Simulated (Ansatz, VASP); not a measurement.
One calculation of As, two programs

Contents of INCAR:

```
ALGO = Normal
DIPOL = 0.5 0.5 0.623
EDIFF = 1E-6
ENCUT = 520
GGA = RE
IDIPOL = 3
ISIF = 2
ISMEAR = 0
IVDW = 12
LASPH = T
LCHARG = F
LDIPOL = T
LREAL = F
LWAVE = F
NBANDS = 12
NELM = 100
PREC = Accurate
SIGMA = 0.04
```

KPOINTS

```
k-points
0
Gamma
  12 12 1
```

The input POSCAR:

```
As
1.0
    3.5870035604      0.0000000000      0.0000000000
   -1.7935017802      3.1064362068      0.0000000000
    0.0000000000      0.0000000000     22.4800000000
As
2
Direct
    0.3333333333      0.6666666667      0.5919282160
    0.0000000000      0.0000000000      0.6536471481
```

Input for Ansatz:

```yaml
crystal:
  lattice:
    - [3.5870035604, 0.0, 0.0]
    - [-1.7935017802, 3.1064362068, 0.0]
    - [0.0, 0.0, 22.48]
  atoms:
    - { symbol: As, position: [0.3333333333, 0.6666666667, 0.591928216] }
    - { symbol: As, position: [0.0, 0.0, 0.6536471481] }
basis:
  ecutwfc: 420
kpoints:
  mp_grid: { grid: [12, 12, 1] }
hamiltonian:
  xc: revpbe
  dispersion: d3bj
scf:
  occupations: { method: gaussian, width: 0.04 }
  n_extra_bands: 6
  max_iter: 160
output:
  forces: true
  eigenvalues: true
  write_density: true
  write_potential: true
  elf: true
  volumetric_format: npy
efield:
  axis: 3
  dipole_correction: true
```

Alike in both runs: task single point; functional revPBE; dispersion D3(BJ); k mesh 12 × 12 × 1; occupations gaussian, width 0.04 eV; no spin polarisation.

|  | VASP | Ansatz |
| --- | --- | --- |
| version | VASP 6.6.1 | Ansatz 0.2.0 |
| potentials or method | VASP PAW PBE potentials, release 64 (As) | scalar-relativistic, plane waves, PAW |
| plane-wave cutoff (eV) | 520 | 420 |
| valence electrons in the cell | 10 | 30 |

Ansatz gave:

| Item | Value |
| --- | --- |
| gap on the k mesh at the Fermi level (eV) | 1.67 |
| least direct gap on the mesh (eV) | 2.08 |
| rms of the force components (eV/Å) | 0.081 |

Task: Which values does VASP return?

Result: gap on the k mesh at the Fermi level (eV): 1.67; least direct gap on the mesh (eV): 2.07; rms of the force components (eV/Å): 0.130.

Atom by atom the forces differ by 0.049 eV/Å (rms over components). The two sets of potentials don't hold the same shells in valence.

Caveats: the PAW data sets were made with another functional, which shifts forces and pressure a little (VASP).
